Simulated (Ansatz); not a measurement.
This guess for FeO is about to be relaxed.

```cif
data_structure
_symmetry_space_group_name_H-M 'P-6m2'
_symmetry_Int_Tables_number 187
_cell_length_a 2.7248
_cell_length_b 2.7248
_cell_length_c 2.6584
_cell_angle_alpha 90.000
_cell_angle_beta 90.000
_cell_angle_gamma 120.000
_cell_volume 17.09
loop_
_atom_site_label
_atom_site_type_symbol
_atom_site_symmetry_multiplicity
_atom_site_Wyckoff_symbol
_atom_site_fract_x
_atom_site_fract_y
_atom_site_fract_z
_atom_site_occupancy
Fe1 Fe 1 f 0.66667 0.33333 0.50000 1
O1 O 1 c 0.33333 0.66667 0.00000 1
```

Method: DFT PBE, scalar-relativistic, plane waves, PAW (Ansatz). Cutoff 420 eV, Gaussian smearing, Γ-centred meshes. Cell and atoms relax first on a coarse mesh and then on a finer one. In between, the cell is made exact in the group found at 0.06 Å. In metals the finer mesh still leaves noise of several meV/atom or more. The steps can't lower the symmetry of their start. Collinear spin, starting moments Fe 4.0 μB.

A guess keeps its type if space group and coordination stay and the shape of the cell changes little (axis ratios within about 15 %, angles within 6°); the volume may change.

Question: Will the relaxed cell still be of the starting type?

Answer: It keeps its type. The symmetry stays P-6m2 (No. 187). The end has the tungsten carbide type. The volume per atom grows by 14.0 %, from 8.5 to 9.7 Å³. The shortest distance goes from 2.06 Å (Fe–O) to 2.15 Å (Fe–O). The ratio c/a of the conventional cell changes by a factor of 0.99. Counting neighbours within 15 % of an atom's shortest distance, the start has Fe 6, O 6 and the end Fe 6, O 6.

The last run used collinear spin, a 24×24×20 mesh (in the run's order of axes) for its 2-atom cell and Gaussian smearing of 0.10 eV. In such compounds of Fe a zero gap at this level may well be an artefact, since no Hubbard U is applied. Another magnetic order may lie lower. Symmetry constrained the relaxation, so the result can be a saddle point.
